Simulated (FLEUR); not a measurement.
**Magnetic state of MnO2 from several starts**

Wanted: the moments of MnO2 and the energy of each order that was tried.

Program: FLEUR MaX-R8.1. Level of theory: PBE with U = 4.9 eV, J = 0.9 eV on Mn d; all-electron FLAPW, Dirac cores, scalar-relativistic bands. Results are calculated unless marked as measured.

Most raw output is cut from this account.

### Step 1. Set-up

It takes space group P-3m1 (No. 164, trigonal). The conventional cell has a = 2.857 Å, b = 2.857 Å, c = 4.601 Å, α = 90.00°, β = 90.00°, γ = 120.00°. Mn has 6 O at 1.90 Å nearest. Nearest to O lie 3 Mn at 1.90 Å. Farther neighbours and most contacts between anions are not listed.

Coordinates:

```xyz
3
Lattice="2.8566 0.0000 0.0000 -1.4283 2.4739 0.0000 0.0000 0.0000 4.6014" Properties=species:S:1:pos:R:3 pbc="T T T"
Mn    0.0000    0.0000    2.3007
O     1.4283    0.8246    1.3515
O     0.0000    1.6492    3.2499
```

The cell comes from a database of computed structures and need not be the stable phase.

### Step 2. Start 1: ferro +

The parallel start comes first: it shows whether parallel moments hold. The U counters the self-interaction that shrinks the moments of a localised shell.

inpgen writes inp.xml from crystal.txt; cutoffs, mixing, functional, smearing and local orbitals are then set in the file. The k list default-1 (kpts.xml, not shown) is a Γ-centred 8×8×8 mesh; where the ranks do not divide the number of points, some are split in two of half the weight.

inp.xml

```
<?xml version="1.0" encoding="UTF-8" standalone="no"?>
<fleurInput fleurInputVersion="0.39">
   <comment>
      MnO2
   </comment>
   <calculationSetup>
      <cutoffs Kmax="4.4" Gmax="13.2" GmaxXC="13.2" numbands="0"/>
      <scfLoop itmax="130" minDistance="0.0001" maxIterBroyd="15" imix="Anderson" alpha="0.05" precondParam="0.0" spinf="2.0" sdNocoIR="T"/>
      <coreElectrons ctail="T" frcor="F" kcrel="0" coretail_lmax="0"/>
      <xcFunctional name="pbe" relativisticCorrections="F"/>
      <magnetism jspins="2"/>
      <soc l_soc="F" theta="0.0" phi="0.0" spav="F"/>
      <expertModes spex="0" secvar="F"/>
      <geometryOptimization l_f="F" forcealpha="1.0" forcemix="BFGS" epsdisp="0.00001" epsforce="0.00001"/>
      <ldaU l_linMix="F" mixParam="0.05" spinf="1.0"/>
   </calculationSetup>
   <cell>
      <bzIntegration valenceElectrons="27.0" mode="hist" fermiSmearingEnergy="0.00183747">
         <kPointListSelection listName="default-1"/>
         <xi:include xmlns:xi="http://www.w3.org/2001/XInclude" href="kpts.xml"> </xi:include>
      </bzIntegration>
      <xi:include xmlns:xi="http://www.w3.org/2001/XInclude" href="sym.xml"> </xi:include>
      <bulkLattice scale="1.0">
         <bravaisMatrix>
            <row-1>    5.3981504145398009    -0.0000000000188973     0.0000000000000000</row-1>
            <row-2>   -2.6990752072510031     4.6749353924648362     0.0000000000000000</row-2>
            <row-3>    0.0000000000000000     0.0000000000000000     8.6953367681600700</row-3>
         </bravaisMatrix>
      </bulkLattice>
   </cell>
   <atomSpecies>
      <species name="Manganese 4.500" element="Mn" atomicNumber="25">
         <mtSphere radius="2.24" gridPoints="741" logIncrement="0.016"/>
         <atomicCutoffs lmax="8" lnonsphr="6"/>
         <electronConfig flipSpins="F">
            <coreConfig>(1s1/2) (2s1/2) (2p1/2) (2p3/2)</coreConfig>
            <valenceConfig>(3s1/2) (3p1/2) (3p3/2) (4s1/2) (3d3/2) (3d5/2)</valenceConfig>
            <stateOccupation state="(3d3/2)" spinUp="1.75" spinDown="0.25"/>
            <stateOccupation state="(3d5/2)" spinUp="3.0" spinDown="0.0"/>
         </electronConfig>
         <energyParameters s="4" p="4" d="3" f="4"/>
         <ldaU l="2" U="4.9" J="0.9" l_amf="F"/>
         <lo type="SCLO" l="0" n="3" eDeriv="0"/>
         <lo type="SCLO" l="1" n="3" eDeriv="0"/>
      </species>
      <species name="Oxygen (O)" element="O" atomicNumber="8">
         <mtSphere radius="1.27" gridPoints="421" logIncrement="0.025"/>
         <atomicCutoffs lmax="6" lnonsphr="4"/>
         <electronConfig flipSpins="F">
            <coreConfig>(1s1/2)</coreConfig>
            <valenceConfig>(2s1/2) (2p1/2) (2p3/2)</valenceConfig>
            <stateOccupation state="(2p1/2)" spinUp="0.666667" spinDown="0.666667"/>
            <stateOccupation state="(2p3/2)" spinUp="1.333333" spinDown="1.333333"/>
         </electronConfig>
         <energyParameters s="2" p="2" d="3" f="4"/>
      </species>
   </atomSpecies>
   <atomGroups>
      <atomGroup species="Manganese 4.500">
         <relPos label="                   1">.0000000000 .0000000000 1.000/2.000</relPos>
         <force calculate="T" relaxXYZ="TTT"/>
      </atomGroup>
      <atomGroup species="Oxygen (O)">
         <relPos label="                   2">-1.000/3.000 1.000/3.000 .2937074300</relPos>
         <relPos label="                   3">1.000/3.000 -1.000/3.000 -.2937074300</relPos>
         <force calculate="T" relaxXYZ="TTT"/>
      </atomGroup>
   </atomGroups>
   <output dos="F" band="F" slice="F">
      <bandDOS minEnergy="-.5*Htr" maxEnergy="0.5*Htr" sigma="0.015" storeEVData="T"/>
      <plotting iplot="0" polar="F">
         <plot TwoD="T" vec1="  1.0  0.0  0.0" vec2="  0.0  1.0  0.0" vec3="  0.0  0.0  1.0" zero="  0.0  0.0  0.0" file="plot"/>
      </plotting>
      <moessbauerParams electricFieldGradient="F" isomerShift="F" coreHyperfine="F" valenceHyperfine="F"/>
   </output>
</fleurInput>
```

crystal.txt

```
MnO2
&input film=F cartesian=F /
2.85657818044  -0.00000000001  0.00000000000
-1.42828909021  2.47386927217  0.00000000000
0.00000000000  0.00000000000  4.60137405890
1.8897261246
1.0 1.0 1.0

3
25 0.00000000000  0.00000000000  0.50000000000 : 4.500
8 0.66666666667  0.33333333333  0.29370743000
8 0.33333333333  0.66666666667  0.70629257000

&kpt div1=8 div2=8 div3=8 gamma=T /
```

Launch:

```
$ OMP_NUM_THREADS=1 inpgen -f crystal.txt > inpgen.log  # inp.xml is then edited as shown
$ OMP_NUM_THREADS=1 mpirun -n 4 fleur_MPI > fleur.log
```

Elapsed: 30 s, on 4 MPI ranks of Intel Xeon Platinum 8488C (Sapphire Rapids), shared host; peak memory 0.24 GiB; 2 min of CPU time.

Spin moment in the muffin-tin sphere by atom:

| atom | spin moment in the muffin-tin sphere (μB) |
| --- | --- |
| Mn1 | 2.96 |
| O2 | -0.01 |
| O3 | -0.01 |

Read from the output:

```
free energy                                                       : -35621.2956 eV
program's band gap on this mesh (in a metal only a level spacing) : 2.364 eV
magnetization                                                     : 3 μB
final state                                                       : ferromagnetic
```

After 26 cycles the largest moment stands at 2.96 μB.

### Step 3. Order 2, typed as antiferro q=(0,0,1/2) +-

Reversing part of the moments tests the sign of the couplings between them.

The cell is doubled to 6 atoms to hold this order. The mesh is halved along the doubled vector, so that both cells sample the same points. The k list default-1 (kpts.xml, not shown) is a Γ-centred 8×8×4 mesh.

Changes to inp.xml since step 2:

```diff
@@ -17,3 +17,3 @@
    <cell>
-      <bzIntegration valenceElectrons="27.0" mode="hist" fermiSmearingEnergy="0.00183747">
+      <bzIntegration valenceElectrons="54.0" mode="hist" fermiSmearingEnergy="0.00183747">
          <kPointListSelection listName="default-1"/>
@@ -26,3 +26,3 @@
             <row-2>   -2.6990752072510031     4.6749353924648362     0.0000000000000000</row-2>
-            <row-3>    0.0000000000000000     0.0000000000000000     8.6953367681600700</row-3>
+            <row-3>    0.0000000000000000     0.0000000000000000    17.3906735363201399</row-3>
          </bravaisMatrix>
@@ -39,2 +39,16 @@
             <stateOccupation state="(3d5/2)" spinUp="3.0" spinDown="0.0"/>
+         </electronConfig>
+         <energyParameters s="4" p="4" d="3" f="4"/>
+         <ldaU l="2" U="4.9" J="0.9" l_amf="F"/>
+         <lo type="SCLO" l="0" n="3" eDeriv="0"/>
+         <lo type="SCLO" l="1" n="3" eDeriv="0"/>
+      </species>
+      <species name="Manganese -4.500" element="Mn" atomicNumber="25">
+         <mtSphere radius="2.24" gridPoints="741" logIncrement="0.016"/>
+         <atomicCutoffs lmax="8" lnonsphr="6"/>
+         <electronConfig flipSpins="F">
+            <coreConfig>(1s1/2) (2s1/2) (2p1/2) (2p3/2)</coreConfig>
+            <valenceConfig>(3s1/2) (3p1/2) (3p3/2) (4s1/2) (3d3/2) (3d5/2)</valenceConfig>
+            <stateOccupation state="(3d3/2)" spinUp="0.25" spinDown="1.75"/>
+            <stateOccupation state="(3d5/2)" spinUp="0.0" spinDown="3.0"/>
          </electronConfig>
@@ -59,3 +73,7 @@
       <atomGroup species="Manganese 4.500">
-         <relPos label="                   1">.0000000000 .0000000000 1.000/2.000</relPos>
+         <relPos label="                   1">.0000000000 .0000000000 .0000000000</relPos>
+         <force calculate="T" relaxXYZ="TTT"/>
+      </atomGroup>
+      <atomGroup species="Manganese -4.500">
+         <relPos label="                   2">.0000000000 .0000000000 1.000/2.000</relPos>
          <force calculate="T" relaxXYZ="TTT"/>
@@ -63,4 +81,9 @@
       <atomGroup species="Oxygen (O)">
-         <relPos label="                   2">-1.000/3.000 1.000/3.000 .2937074300</relPos>
-         <relPos label="                   3">1.000/3.000 -1.000/3.000 -.2937074300</relPos>
+         <relPos label="                   3">-1.000/3.000 1.000/3.000 -.1031462850</relPos>
+         <relPos label="                   5">1.000/3.000 -1.000/3.000 .1031462850</relPos>
+         <force calculate="T" relaxXYZ="TTT"/>
+      </atomGroup>
+      <atomGroup species="Oxygen (O)">
+         <relPos label="                   4">-1.000/3.000 1.000/3.000 .3968537150</relPos>
+         <relPos label="                   6">1.000/3.000 -1.000/3.000 -.3968537150</relPos>
          <force calculate="T" relaxXYZ="TTT"/>
```

crystal.txt

```
MnO2
&input film=F cartesian=F /
2.85657818044  -0.00000000001  0.00000000000
-1.42828909021  2.47386927217  0.00000000000
0.00000000000  0.00000000000  9.20274811780
1.8897261246
1.0 1.0 1.0

6
25 0.00000000000  0.00000000000  0.25000000000 : 4.500
25 0.00000000000  0.00000000000  0.75000000000 : -4.500
8 0.66666666667  0.33333333333  0.14685371500
8 0.66666666667  0.33333333333  0.64685371500
8 0.33333333333  0.66666666667  0.35314628500
8 0.33333333333  0.66666666667  0.85314628500

&kpt div1=8 div2=8 div3=4 gamma=T /
```

Elapsed: 74 s, on 4 MPI ranks; peak memory 0.34 GiB; 4.9 min of CPU time.

Spin moment in the muffin-tin sphere by atom:

| atom | spin moment in the muffin-tin sphere (μB) |
| --- | --- |
| Mn1 | 2.96 |
| Mn2 | -2.96 |
| O3 | 0.00 |
| O4 | 0.00 |
| O5 | 0.00 |
| O6 | 0.00 |

Numbers from this step:

* free energy: -71242.5902 eV
* program's band gap on this mesh (in a metal only a level spacing): 2.561 eV
* magnetization: 0 μB
* final state: antiferromagnetic

It lies 0.498 meV a seeded atom over the first start, and its largest moment is 2.96 μB against 2.96 μB.

### Step 4. Start 3: antiferro q=(0,1/2,0) +-

Another pattern of signs weighs the neighbour shells otherwise.

The cell is doubled to 6 atoms to hold this order. The mesh is halved along the doubled vector, so that both cells sample the same points. The k list default-1 (kpts.xml, not shown) is a Γ-centred 8×4×8 mesh.

Changes to inp.xml since step 3:

```diff
@@ -24,5 +24,5 @@
          <bravaisMatrix>
-            <row-1>    5.3981504145398009    -0.0000000000188973     0.0000000000000000</row-1>
-            <row-2>   -2.6990752072510031     4.6749353924648362     0.0000000000000000</row-2>
-            <row-3>    0.0000000000000000     0.0000000000000000    17.3906735363201399</row-3>
+            <row-1>    5.3981504144642116     0.0000000000000000     0.0000000000000000</row-1>
+            <row-2>   -5.3981504144642116     9.3498707850430556     0.0000000000000000</row-2>
+            <row-3>    0.0000000000000000     0.0000000000000000     8.6953367681600700</row-3>
          </bravaisMatrix>
@@ -73,3 +73,3 @@
       <atomGroup species="Manganese 4.500">
-         <relPos label="                   1">.0000000000 .0000000000 .0000000000</relPos>
+         <relPos label="                   1">.0000000000 .0000000000 1.000/2.000</relPos>
          <force calculate="T" relaxXYZ="TTT"/>
@@ -77,3 +77,3 @@
       <atomGroup species="Manganese -4.500">
-         <relPos label="                   2">.0000000000 .0000000000 1.000/2.000</relPos>
+         <relPos label="                   2">.0000000000 1.000/2.000 1.000/2.000</relPos>
          <force calculate="T" relaxXYZ="TTT"/>
@@ -81,4 +81,4 @@
       <atomGroup species="Oxygen (O)">
-         <relPos label="                   3">-1.000/3.000 1.000/3.000 -.1031462850</relPos>
-         <relPos label="                   5">1.000/3.000 -1.000/3.000 .1031462850</relPos>
+         <relPos label="                   3">-1.000/3.000 1.000/6.000 .2937074300</relPos>
+         <relPos label="                   6">1.000/3.000 -1.000/6.000 -.2937074300</relPos>
          <force calculate="T" relaxXYZ="TTT"/>
@@ -86,4 +86,4 @@
       <atomGroup species="Oxygen (O)">
-         <relPos label="                   4">-1.000/3.000 1.000/3.000 .3968537150</relPos>
-         <relPos label="                   6">1.000/3.000 -1.000/3.000 -.3968537150</relPos>
+         <relPos label="                   4">-1.000/3.000 -1.000/3.000 .2937074300</relPos>
+         <relPos label="                   5">1.000/3.000 1.000/3.000 -.2937074300</relPos>
          <force calculate="T" relaxXYZ="TTT"/>
```

crystal.txt

```
MnO2
&input film=F cartesian=F /
2.85657818040  0.00000000000  0.00000000000
-2.85657818040  4.94773854440  0.00000000000
0.00000000000  0.00000000000  4.60137405890
1.8897261246
1.0 1.0 1.0

6
25 0.00000000000  0.00000000000  0.50000000000 : 4.500
25 0.00000000000  0.50000000000  0.50000000000 : -4.500
8 0.66666666500  0.16666666500  0.29370743000
8 0.66666666500  0.66666666500  0.29370743000
8 0.33333333500  0.33333333500  0.70629257000
8 0.33333333500  0.83333333500  0.70629257000

&kpt div1=8 div2=4 div3=8 gamma=T /
```

Elapsed: 4.3 min, on 4 MPI ranks; peak memory 0.54 GiB.

Spin moment in the muffin-tin sphere by atom:

| atom | spin moment in the muffin-tin sphere (μB) |
| --- | --- |
| Mn1 | 2.85 |
| Mn2 | -2.85 |
| O3 | 0.01 |
| O4 | -0.01 |
| O5 | -0.01 |
| O6 | 0.01 |

Numbers from this step:

```
free energy                                                       : -71242.5506 eV
program's band gap on this mesh (in a metal only a level spacing) : 2.434 eV
magnetization                                                     : 0 μB
final state                                                       : antiferromagnetic
```

It lies 20.3 meV a seeded atom over the first start, and its largest moment is 2.85 μB against 2.96 μB.

### Step 5. Run 4 (antiferro q=(0,1/2,1/2) +-)

An opposed order shows whether neighbours prefer unlike signs.

This order needs a doubled cell of 6 atoms. The mesh is halved along the doubled vector, so that both cells sample the same points.

Changes to inp.xml since step 4:

```diff
@@ -26,3 +26,3 @@
             <row-2>   -5.3981504144642116     9.3498707850430556     0.0000000000000000</row-2>
-            <row-3>    0.0000000000000000     0.0000000000000000     8.6953367681600700</row-3>
+            <row-3>   -2.6990752072321058     4.6749353925215278     8.6953367681600700</row-3>
          </bravaisMatrix>
@@ -73,3 +73,3 @@
       <atomGroup species="Manganese 4.500">
-         <relPos label="                   1">.0000000000 .0000000000 1.000/2.000</relPos>
+         <relPos label="                   1">.0000000000 1.000/2.000 1.000/2.000</relPos>
          <force calculate="T" relaxXYZ="TTT"/>
@@ -77,3 +77,3 @@
       <atomGroup species="Manganese -4.500">
-         <relPos label="                   2">.0000000000 1.000/2.000 1.000/2.000</relPos>
+         <relPos label="                   2">.0000000000 .0000000000 1.000/2.000</relPos>
          <force calculate="T" relaxXYZ="TTT"/>
@@ -81,4 +81,4 @@
       <atomGroup species="Oxygen (O)">
-         <relPos label="                   3">-1.000/3.000 1.000/6.000 .2937074300</relPos>
-         <relPos label="                   6">1.000/3.000 -1.000/6.000 -.2937074300</relPos>
+         <relPos label="                   3">-1.000/3.000 -.2301870500 .2937074300</relPos>
+         <relPos label="                   6">1.000/3.000 .2301870500 -.2937074300</relPos>
          <force calculate="T" relaxXYZ="TTT"/>
@@ -86,4 +86,4 @@
       <atomGroup species="Oxygen (O)">
-         <relPos label="                   4">-1.000/3.000 -1.000/3.000 .2937074300</relPos>
-         <relPos label="                   5">1.000/3.000 1.000/3.000 -.2937074300</relPos>
+         <relPos label="                   4">-1.000/3.000 .2698129500 .2937074300</relPos>
+         <relPos label="                   5">1.000/3.000 -.2698129500 -.2937074300</relPos>
          <force calculate="T" relaxXYZ="TTT"/>
```

crystal.txt

```
MnO2
&input film=F cartesian=F /
2.85657818040  0.00000000000  0.00000000000
-2.85657818040  4.94773854440  0.00000000000
-1.42828909020  2.47386927220  4.60137405890
1.8897261246
1.0 1.0 1.0

6
25 0.00000000000  0.75000000000  0.50000000000 : 4.500
25 0.00000000000  0.25000000000  0.50000000000 : -4.500
8 0.66666666500  0.01981295000  0.29370743000
8 0.66666666500  0.51981295000  0.29370743000
8 0.33333333500  0.98018705000  0.70629257000
8 0.33333333500  0.48018705000  0.70629257000

&kpt div1=8 div2=4 div3=8 gamma=T /
```

It took 4.4 min on 4 MPI ranks; peak memory 0.54 GiB; 17 min of CPU time.

This step gave:

| Item | Value |
| --- | --- |
| free energy | -71242.5509 eV |
| program's band gap on this mesh (in a metal only a level spacing) | 2.417 eV |
| magnetization | 0 μB |
| final state | antiferromagnetic |
| largest moment | 2.847 μB |

It lies 20.1 meV a seeded atom over the first start, and its largest moment is 2.85 μB against 2.96 μB.

[end of part 1 of 2]

[Logs and program files are shortened in this print: banners, set-up blocks, solver, clock and traceback lines can be left out without a mark of their own.]

[Logs are printed without paths, hosts, clocks, repeated set-up lines and the standing remarks that a program may print on its own settings, such as how far it seeks lower states.]

[Hosts, paths, dates, database ids (printed as entryN), source tags and the programs' standing remarks are cut or masked in the printed files.]

[Where a cell is said to come from a database of computed structures, the database is the Materials Project.]
